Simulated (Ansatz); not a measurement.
# Ni: properties at the relaxed cell, part 1 of 2

This session takes Ni and sets out to compute bands, density of states and charges, compare with the cell as listed and fit an equation of state.

Method: DFT PBEsol, scalar-relativistic, plane waves, PAW, in Ansatz 0.2.0.

2 further runs of the same task are left out: 2 set aside as unsound or not needed.

### 1 The system as given

The structure is cubic, space group Fm-3m (No. 225). Conventional cell: a = 3.463 Å, b = 3.463 Å, c = 3.463 Å, α = 90.00°, β = 90.00°, γ = 90.00°. Ni (site symmetry m-3m) has 12 Ni at 2.45 Å as nearest neighbours.

As a file:

```xyz
1
Lattice="0.0000 1.7316 1.7316 1.7316 0.0000 1.7316 1.7316 1.7316 0.0000" Properties=species:S:1:pos:R:3 pbc="T T T"
Ni    0.0000    0.0000    0.0000
```

It is the result of an earlier relaxation at this level (volume 10.38 Å³/atom; gap on the mesh: none (metal), site moments up to 0.7 μB).

### 2 Electronic structure at the relaxed geometry

input.yaml reads:

```yaml
crystal:
  lattice:
    - [0.0, 1.7315727406, 1.7315727406]
    - [1.7315727406, 0.0, 1.7315727406]
    - [1.7315727406, 1.7315727406, 0.0]
  atoms:
    - { symbol: Ni, position: [0.0, 0.0, 0.0], spin: 0.73 }
basis:
  ecutwfc: 420
kpoints:
  mp_grid: { grid: [20, 20, 20] }
  band_path:
    path:
      - [[0.0, 0.0, 0.0], [0.5, 0.0, 0.5], [0.625, 0.25, 0.625]]
      - [[0.375, 0.375, 0.75], [0.0, 0.0, 0.0], [0.5, 0.5, 0.5], [0.5, 0.25, 0.75], [0.5, 0.0, 0.5]]
    npoints: 14
hamiltonian:
  xc: pbesol
scf:
  occupations: { method: gaussian, width: 0.1 }
  n_extra_bands: 6
output:
  forces: true
  stress: true
  eigenvalues: true
  populations: true
  dos: { projected: true, de: 0.02, nscf_kmesh: { grid: [30, 30, 30] } }
  bader: true
  write_density: true
  write_potential: true
  elf: true
  volumetric_format: npy
magnetization:
  spin_polarized: true
checkpoint:
  read: start.run
  write: ck
  compress: false
  write_wavefunctions: false
  write_every: 100000
```

Command:

```sh
> ansatz run input.yaml --threads 1 --pin off --max-ram 2560MiB --backend cpu --events-out ev --progress --plain --runs-dir out
```

Output:

```text
Warning: checkpoint.read: spin seed differs: saved 8a582afceff5…, current ac7e5bef7687…; the loaded state replaces the seed-built initial guess (but the starting_ns of a DFT+U solve that opens without the state's occupation matrices), so the run may converge into the producing seed's basin, or, where the symmetry group that follows from this deck's starting moments and starting_ns does not hold the saved magnetisation, lose that magnetisation at its first build. Where atoms have moved since the state was saved, this difference can also decide whether moments are moved with them. A self-consistent run of this deck without the state starts from its starting moments and, under a DFT+U term, its starting_ns
Warning: RAYON_NUM_THREADS=1 ignored (pool sized by the plan → 1); use --threads N
scf.n_extra_bands = 6 over 9 filled bands (N_el = 18.0): the run solves 15 bands
Engine: ansatz 0.2.0, aarch64-unknown-linux-gnu
Pseudopotentials: kind: paw
Pseudopotential: Ni, paw, valence charge 18, recommended cutoff 420 eV (normal), Ni.paw.azcp
Functional definition: PBEsol
  exchange = pbesol_x
  correlation = pbesol_c
Crystal: 1 atoms, lattice volume = 10.384 Å³
Basis set: ecut = 420 eV, 181 PW (Γ), exchange–correlation on 36×36×36 points (8 copies of the dense FFT grid, shifted against one another)
Bands: 15, of which v1, the nominal top of the filled ones, is band 9 counted from 1 (8 counted from 0)
Symmetry: 48 space group operations
Space group: Fm-3m (ITA 225), of the structure as read, at distance tolerance 2.2e-5 Å
Magnetic group: BNS 225.116 (UNI 1618), of the structure as read, at distance tolerance 2.2e-5 Å
k-points: 256 of 8000
Non-local potential: Ni, projectors of the file, l = 0: 3, l = 1: 2, l = 2: 3, l = 3: 1
PAW form: soft (Blöchl's): semilocal exchange-correlation on the pseudo side does not see the compensation charge
PAW frozen core: Ni, regenerated for the run's functional, and the local potential with it (the file was generated under x = pbe(κ = 0.804, μ = 0.2195149727645171), c = pbe(β = 0.06672455060314922))
PAW one-centre angular grid: Ni, 590 points (default); XC on 64 Gauss nodes
Initial density: read from a saved state, or passed on in memory by an earlier SCF of this step, an earlier step, the calling program or the single point that the run made first
Stability of the state it starts from, as read at its close in the collinear treatment: not read negative (Ritz values of 1 − χ₀K, real part plus size of imaginary part, from 0.63 to 1.0, by its mixing steps under the symmetry group of the SCF that read it); its run was given moments
Starting moments: Σ|m| = 0.73 μB on 1 of 1 site; this step starts from the density that it was given
Initial wavefunctions: pseudopotential atomic-orbital guess
Functional: x = pbesol(κ = 0.804, μ = 0.12345679012345678), c = pbesol(β = 0.046)
iter 1 solved again at ethr=2.09e-7 eV; its pass at ethr=3.10e-3 eV (dr2=3.76e-5 eV) is discarded
SCF iter   1: F=—  HF=-5804.978098 eV  |F-HF|=—  |Δ(HF+E_count)|=         —  Δρ=4.54e-7 (↑4.21e-7 ↓4.54e-7)  dr2=2.53e-11  dr2_m=6.53e-14  M=0.632 μB ∫|m|=0.712 μB  β_m=0.30  ethr=2.09e-7  ⟨swp⟩=2.2  Hψ=55190  notcnv=0
eigensolver tolerance schedule: the retry pair's looser diagonalisation over-reported the residual by 1489709.11 of it (diagonalisation noise at an unbounded share of the residual, at the tolerance the schedule requests for it); recorded, not acted on — ethr = c·dr2/N_el stays at c = 1.0e-1
preconditioner: auto → none  [metal: Δε(μ)=0.004 eV  Ē_g=19.907 eV  σ=0.100 eV  W_gap=0.02  n_scr=0 (ndim 8)  ℏωp=36.4 eV  f_vac=0.000  D(μ)=1.66/eV (n_scr^D=26)]
SCF iter   2: F=-5804.978098 eV  HF=-5804.978098 eV  |F-HF|=1.12e-10  |Δ(HF+E_count)|=   1.05e-8  Δρ=7.20e-7 (↑5.83e-7 ↓7.20e-7)  dr2=8.37e-11  dr2_m=5.04e-13  M=0.632 μB ∫|m|=0.712 μB  ethr=1.00e-12  ⟨swp⟩=8.5  Hψ=45025  notcnv=0
SCF 1 converged in 2 iterations: F = -5804.978098 eV  dr2 = 8.37e-11
NSCF: frozen V_eff on 86 k-points
NSCF: frozen V_eff on 752 k-points
SCF converged after 2 iterations
Magnetization: 0.6324 μB (9.3162 up, 8.6838 down)
Absolute magnetization: 0.7125 μB (∫|ρ↑−ρ↓|, with the PAW one-centre terms)
Spin contamination: 0.0057 ħ² per cell (⟨S²⟩ above its minimum at these occupations)
Per-site moments (μB) at R_I (Å): [(0.6668857879473473, 1.0101356322717288)]
Free energy (F): -5804.978098 eV
Harris-Foulkes:  -5804.978098 eV  (|F-HF|=1.12e-10)
Internal energy: -5804.969806 eV  (E = F + TS)
E sigma→0 (E₀):  -5804.973952 eV
Entropy (-TS):   -0.008292 eV (-8.292 meV/atom)
Fermi energy:    19.091719 eV
--- Per-component energies (eV) ---
  E_band       = -268.428686
  E_kinetic    = 283.204140
  E_local      = -3357.965106  (includes V_loc(G=0)·N_el)
  E_nonlocal   = 635.763921
  E_hartree    = 1401.137603
  E_xc         = -84.906384
  E_vxc        = -109.898021  (∫ρ·V_xc dr)
  E_paw        = -1594.081326  (= ΣΔE_a)
  E_vpaw       = -521.808614  (= ΣTr[D̂ρ^β])
  E_aug_tail   = 0.000482  (compensation charges beyond the density's cutoff)
  E_ewald      = -3088.320426
  E_core_change = 0.197289  (= ΣΔE_core)
  E_smearing   = -0.008292  (= −TS)
  E_closure    = 0.000000  (closes the sum)
  Σ components = -5804.978098   (vs F -5804.978098, Δ=0.00e0)
--- Forces (eV/Å), atoms counted from 1 ---
  atom   1  Ni     0.00000000    -0.00000000    -0.00000000
  max |Σ_I F_I| component: 3.68e-29 eV/Å
--- Stress (GPa, compression-positive) ---
        0.003468      -0.000000      -0.000000
        0.000000       0.003468      -0.000000
       -0.000000       0.000000       0.003468
  P = ⅓ Tr σ = 0.0035 GPa (0.035 kbar)
--- Band table (eV; the first three rows and the last of 512) ---
  k-point 0 ↑: bands = ["-84.3603", "-44.7375", "-44.7375", "-44.7375", "9.5836", "16.5060", "16.5060", "16.5060", "17.7701", "17.7701", "42.9110", "47.2345", "47.2345", "47.2345", "49.8427"]
  k-point 1 ↑: bands = ["-84.3593", "-44.7440", "-44.7384", "-44.7384", "9.6852", "16.4779", "16.5300", "16.5300", "17.7596", "17.7596", "42.6438", "45.8015", "46.9686", "46.9686", "50.2176"]
  k-point 2 ↑: bands = ["-84.3563", "-44.7628", "-44.7411", "-44.7411", "9.9861", "16.4000", "16.5949", "16.5949", "17.7349", "17.7349", "41.3280", "44.4122", "46.4355", "46.4355", "51.0168"]
  k-point 255 ↓: bands = ["-83.4705", "-44.1020", "-44.1020", "-44.0262", "15.4266", "16.3871", "16.3871", "18.2879", "19.4977", "27.1898", "27.1898", "29.4904", "30.7036", "49.9374", "49.9374"]
--- Löwdin populations: 1 site ---
  site symbol       q [e]    m [muB]
     0     Ni     17.7762     0.6601
  spilling = 0.012432 (of n_electrons = 18.000000)
--- Bader charges: 1 site ---
  site symbol  charge [e]  shift [e]    m [muB]
     0     Ni      0.0000     0.0000     0.6324
  estimated error of the sums over rays = 1.6e-7 e
```

Wall time 19 s (1 thread of Arm Neoverse V2, shared host); peak memory 0.34 GiB.

start.run is the saved state of the run that this one goes on from.

Per atom:

```
atom  moment in the atom's sphere (μB)  Löwdin electrons  Bader charge (e)  Bader volume (Å³)
 Ni1                              0.67             17.78             +0.00               10.4
```

The Löwdin counts miss 0.22 of the 18 electrons, which the atomic orbitals do not span, so they are no charges.

From bands.tsv, the levels nearest the Fermi level at the path's corners, in eV from the Fermi level:

```tsv
point	band 7 dn	band 8 up	band 8 dn	band 9 up	band 9 dn	band 10 up	band 10 dn	band 11 up
Γ	-1.85	-2.59	-1.85	-1.32	-0.70	-1.32	-0.70	23.82
X	0.11	-0.44	0.41	-0.44	0.41	2.32	2.31	9.54
U	-1.66	-1.15	-0.54	-0.72	0.11	5.81	6.05	7.43
K	-1.66	-1.15	-0.54	-0.72	0.11	5.81	6.05	7.43
Γ	-1.85	-2.59	-1.85	-1.32	-0.70	-1.32	-0.70	23.82
L	-1.95	-0.59	-0.56	-0.59	0.17	-0.53	0.17	5.91
W	-2.71	-1.40	-0.80	-0.44	0.41	7.89	8.10	7.89
X	0.11	-0.44	0.41	-0.44	0.41	2.32	2.31	9.54
```

States per cell in windows of 1 eV, from dos.tsv and pdos.tsv (zero at the Fermi level):

| from | to | total | Ni 4s | Ni 3d |
| --- | --- | --- | --- | --- |
| -8 | -7 | 0.11 | 0.10 | 0.00 |
| -7 | -6 | 0.16 | 0.14 | 0.02 |
| -6 | -5 | 0.33 | 0.19 | 0.13 |
| -5 | -4 | 1.08 | 0.21 | 0.85 |
| -4 | -3 | 1.61 | 0.06 | 1.50 |
| -3 | -2 | 2.26 | 0.07 | 2.11 |
| -2 | -1 | 2.26 | 0.05 | 2.16 |
| -1 | 0 | 2.11 | 0.04 | 2.05 |
| 0 | 1 | 0.85 | 0.08 | 0.74 |
| 1 | 2 | 0.30 | 0.10 | 0.14 |
| 2 | 3 | 0.27 | 0.09 | 0.08 |
| 3 | 4 | 0.23 | 0.07 | 0.05 |
| 4 | 5 | 0.18 | 0.04 | 0.03 |
| 5 | 6 | 0.13 | 0.02 | 0.01 |

A further 8 or so states lie below the table's range.

The maps below are laid out on this run's own conventional cell (a, b, c = 3.463, 3.463, 3.463 Å).

Density in a lattice plane of the grid's cell (edges 3.46 and 3.46 Å, at 0.000 of the third edge), which holds Ni.

Ten even steps from '0' (0.19 e/Å³) to '9' (60.56 e/Å³):
```
753100000000000000000135
321000000000000000000012
110000000000000000000001
000000000000000000000000
000000000000000000000000
000000000000000000000000
000000000001110000000000
000000000012321000000000
000000000135753100000000
000000000247974200000000
000000000135753100000000
000000000012321000000000
000000000001110000000000
000000000000000000000000
000000000000000000000000
000000000000000000000000
110000000000000000000001
321000000000000000000012
753100000000000000000135
974200000000000000000247
```
Columns run along the first of these edges and rows up along the second, over one cell in 24 and 20 even steps from the bottom left corner. Atoms in the plane (fractional): Ni at (0.00, 0.00), Ni at (0.50, 0.50).

ELF in the same plane.

Ten even steps from '0' (0.18) to '9' (0.73):
```
875321000011111000012357
553210000111111100001245
332100001100000110000123
110000010000000001000001
000000000000000000000000
000001000001110000010000
000110000123332100001100
111100001235554210000111
111000012357875321000011
111000012468986421000011
111000012357875321000011
111100001245553210000111
000110000123332100001100
000001000001110000010000
000000000000000000000000
110000010000000001000001
332100001100000110000123
554210000111111100001235
875321000011111000012357
986421000011111000012468
```
Columns run along the first of these edges and rows up along the second, over one cell in 24 and 20 even steps from the bottom left corner. Atoms in the plane (fractional): Ni at (0.00, 0.00), Ni at (0.50, 0.50).

Both are smooth fields of the valence electrons: close to the nuclei they are not physical.

Spin density (up less down) in a lattice plane of the grid's cell (edges 3.46 and 3.46 Å, at 0.000 of the third edge), which holds Ni.

Ten even steps from ' ' (-0.01 e/Å³) to '@' (2.86 e/Å³):
```
##++--..                                  ..--++
--::..                                      ..::
                                                
                                                
                                                
                                                
                                                
                    ..::--::..                  
                  ..--++##++--..                
                  ..==##@@##==..                
                  ..--++##++--..                
                    ..::--::..                  
                                                
                                                
                                                
                                                
                                                
--::..                                      ..::
##++--..                                  ..--++
@@##==..                                  ..==##
```
Columns run along the first of these edges and rows up along the second, over one cell in 24 and 20 even steps from the bottom left corner. Atoms in the plane (fractional): Ni at (0.00, 0.00), Ni at (0.50, 0.50).

### 3 The cell as listed, for comparison

input.yaml reads:

```yaml
crystal:
  lattice:
    - [0.0, 1.761935, 1.761935]
    - [1.761935, 0.0, 1.761935]
    - [1.761935, 1.761935, 0.0]
  atoms:
    - { symbol: Ni, position: [0.0, 0.0, 0.0], spin: 0.73 }
basis:
  ecutwfc: 420
kpoints:
  mp_grid: { grid: [20, 20, 20] }
hamiltonian:
  xc: pbesol
scf:
  occupations: { method: gaussian, width: 0.1 }
output:
  forces: true
  stress: true
  eigenvalues: true
  populations: true
magnetization:
  spin_polarized: true
```

Command:

```sh
> ansatz run input.yaml --threads 1 --pin off --max-ram 2560MiB --backend cpu --events-out ev --progress --plain --runs-dir out
```

Output, shortened:

```text
Warning: RAYON_NUM_THREADS=1 ignored (pool sized by the plan → 1); use --threads N
[...]
Pseudopotentials: kind: paw
Pseudopotential: Ni, paw, valence charge 18, recommended cutoff 420 eV (normal), Ni.paw.azcp
Functional definition: PBEsol
[...]
Crystal: 1 atoms, lattice volume = 10.940 Å³
Basis set: ecut = 420 eV, 181 PW (Γ), exchange–correlation on 36×36×36 points (8 copies of the dense FFT grid, shifted against one another)
Bands: 14, of which v1, the nominal top of the filled ones, is band 9 counted from 1 (8 counted from 0)
Symmetry: 48 space group operations
Space group: Fm-3m (ITA 225), of the structure as read, at distance tolerance 2.2e-5 Å
Magnetic group: BNS 225.116 (UNI 1618), of the structure as read, at distance tolerance 2.2e-5 Å
k-points: 256 of 8000
[...]
Starting moments: Σ|m| = 0.73 μB on 1 of 1 site
[...]
Absolute magnetization: 0.7264 μB (∫|ρ↑−ρ↓|, with the PAW one-centre terms)
Spin contamination: 0.0064 ħ² per cell (⟨S²⟩ above its minimum at these occupations)
Per-site moments (μB) at R_I (Å): [(0.6766879426390809, 1.0278478538706837)]
Free energy (F): -5804.958691 eV
[...]
E sigma→0 (E₀):  -5804.954300 eV
Entropy (-TS):   -0.008783 eV (-8.783 meV/atom)
Fermi energy:    17.877646 eV
[...]
--- Forces (eV/Å), atoms counted from 1 ---
  atom   1  Ni    -0.00000000     0.00000000     0.00000000
[...]
--- Stress (GPa, compression-positive) ---
      -10.632436       0.000000       0.000000
        0.000000     -10.632436       0.000000
       -0.000000      -0.000000     -10.632436
  P = ⅓ Tr σ = -10.6324 GPa (-106.324 kbar)
--- Band table (eV; the first three rows and the last of 512) ---
  k-point 0 ↑: bands = ["-85.4868", "-45.8891", "-45.8891", "-45.8891", "8.7407", "15.4243", "15.4243", "15.4243", "16.6007", "16.6007", "41.2757", "45.1953", "45.1953", "45.1953"]
[...]
--- Löwdin populations: 1 site ---
  site symbol       q [e]    m [muB]
     0     Ni     17.7756     0.6695
  spilling = 0.012469 (of n_electrons = 18.000000)
```

Wall time 10 s (1 thread of Arm Neoverse V2, shared host); peak memory 0.33 GiB.

Site by site:

| atom | moment in the atom's sphere (μB) | Löwdin electrons |
| --- | --- | --- |
| Ni1 | 0.68 | 17.78 |

The Löwdin counts miss 0.22 of the 18 electrons, which the atomic orbitals do not span, so they are no charges.

### 4 Point at V/V0 = 0.97

Changes to input.yaml since step 3:

```diff
@@ -2,5 +2,5 @@
   lattice:
-    - [0.0, 1.761935, 1.761935]
-    - [1.761935, 0.0, 1.761935]
-    - [1.761935, 1.761935, 0.0]
+    - [0.0, 1.714080911, 1.714080911]
+    - [1.714080911, 0.0, 1.714080911]
+    - [1.714080911, 1.714080911, 0.0]
   atoms:
```

Command:

```sh
> ansatz run input.yaml --threads 1 --pin off --max-ram 2560MiB --backend cpu --events-out ev --progress --plain --runs-dir out
```

Output, shortened:

```text
Warning: RAYON_NUM_THREADS=1 ignored (pool sized by the plan → 1); use --threads N
[...]
Pseudopotentials: kind: paw
Pseudopotential: Ni, paw, valence charge 18, recommended cutoff 420 eV (normal), Ni.paw.azcp
Functional definition: PBEsol
[...]
Crystal: 1 atoms, lattice volume = 10.072 Å³
Basis set: ecut = 420 eV, 181 PW (Γ), exchange–correlation on 36×36×36 points (8 copies of the dense FFT grid, shifted against one another)
Bands: 14, of which v1, the nominal top of the filled ones, is band 9 counted from 1 (8 counted from 0)
Symmetry: 48 space group operations
Space group: Fm-3m (ITA 225), of the structure as read, at distance tolerance 2.2e-5 Å
Magnetic group: BNS 225.116 (UNI 1618), of the structure as read, at distance tolerance 2.2e-5 Å
k-points: 256 of 8000
[...]
Starting moments: Σ|m| = 0.73 μB on 1 of 1 site
[...]
Absolute magnetization: 0.7040 μB (∫|ρ↑−ρ↓|, with the PAW one-centre terms)
Spin contamination: 0.0053 ħ² per cell (⟨S²⟩ above its minimum at these occupations)
Per-site moments (μB) at R_I (Å): [(0.6606734522805202, 0.999931544428175)]
Free energy (F): -5804.970933 eV
[...]
E sigma→0 (E₀):  -5804.966926 eV
Entropy (-TS):   -0.008014 eV (-8.014 meV/atom)
Fermi energy:    19.831437 eV
[...]
--- Forces (eV/Å), atoms counted from 1 ---
  atom   1  Ni    -0.00000000     0.00000000    -0.00000000
[...]
--- Stress (GPa, compression-positive) ---
        7.592742       0.000000       0.000000
       -0.000000       7.592742       0.000000
        0.000000      -0.000000       7.592742
  P = ⅓ Tr σ = 7.5927 GPa (75.927 kbar)
--- Band table (eV; the first three rows and the last of 512) ---
  k-point 0 ↑: bands = ["-83.6748", "-44.0352", "-44.0352", "-44.0352", "10.1015", "17.1634", "17.1634", "17.1634", "18.4821", "18.4821", "43.8943", "48.4567", "48.4567", "48.4567"]
[...]
--- Löwdin populations: 1 site ---
  site symbol       q [e]    m [muB]
     0     Ni     17.7768     0.6541
  spilling = 0.012397 (of n_electrons = 18.000000)
```

Run time: 11 s. Hardware: 1 thread of Arm Neoverse V2, shared host; peak memory 0.32 GiB.

Per atom:

```
atom  moment in the atom's sphere (μB)  Löwdin electrons
 Ni1                              0.66             17.78
```

The Löwdin counts miss 0.22 of the 18 electrons, which the atomic orbitals do not span, so they are no charges.

### 5 Volume × 1.03

Changes to input.yaml since step 4:

```diff
@@ -2,5 +2,5 @@
   lattice:
-    - [0.0, 1.714080911, 1.714080911]
-    - [1.714080911, 0.0, 1.714080911]
-    - [1.714080911, 1.714080911, 0.0]
+    - [0.0, 1.7487181402, 1.7487181402]
+    - [1.7487181402, 0.0, 1.7487181402]
+    - [1.7487181402, 1.7487181402, 0.0]
   atoms:
```

Command:

```sh
> ansatz run input.yaml --threads 1 --pin off --max-ram 2560MiB --backend cpu --events-out ev --progress --plain --runs-dir out
```

Output, shortened:

```text
[...]
SCF converged after 11 iterations
Magnetization: 0.6368 μB (9.3184 up, 8.6816 down)
Absolute magnetization: 0.7204 μB (∫|ρ↑−ρ↓|, with the PAW one-centre terms)
Spin contamination: 0.0061 ħ² per cell (⟨S²⟩ above its minimum at these occupations)
Per-site moments (μB) at R_I (Å): [(0.6725436721776873, 1.0201376256384618)]
Free energy (F): -5804.971728 eV
[...]
E sigma→0 (E₀):  -5804.967447 eV
Entropy (-TS):   -0.008563 eV (-8.563 meV/atom)
Fermi energy:    18.395687 eV
[...]
--- Forces (eV/Å), atoms counted from 1 ---
  atom   1  Ni    -0.00000000    -0.00000000     0.00000000
[...]
--- Stress (GPa, compression-positive) ---
       -6.366830       0.000000       0.000000
       -0.000000      -6.366830       0.000000
        0.000000       0.000000      -6.366830
  P = ⅓ Tr σ = -6.3668 GPa (-63.668 kbar)
--- Band table (eV; the first three rows and the last of 512) ---
  k-point 0 ↑: bands = ["-85.0058", "-45.3978", "-45.3978", "-45.3978", "9.0992", "15.8863", "15.8863", "15.8863", "17.0999", "17.0999", "41.9767", "46.0704", "46.0704", "46.0704"]
[...]
--- Löwdin populations: 1 site ---
  site symbol       q [e]    m [muB]
     0     Ni     17.7758     0.6655
  spilling = 0.012457 (of n_electrons = 18.000000)
```

Wall time 13 s (1 thread of Arm Neoverse V2, shared host); peak memory 0.33 GiB.

(Continued in part 2 of 2.)
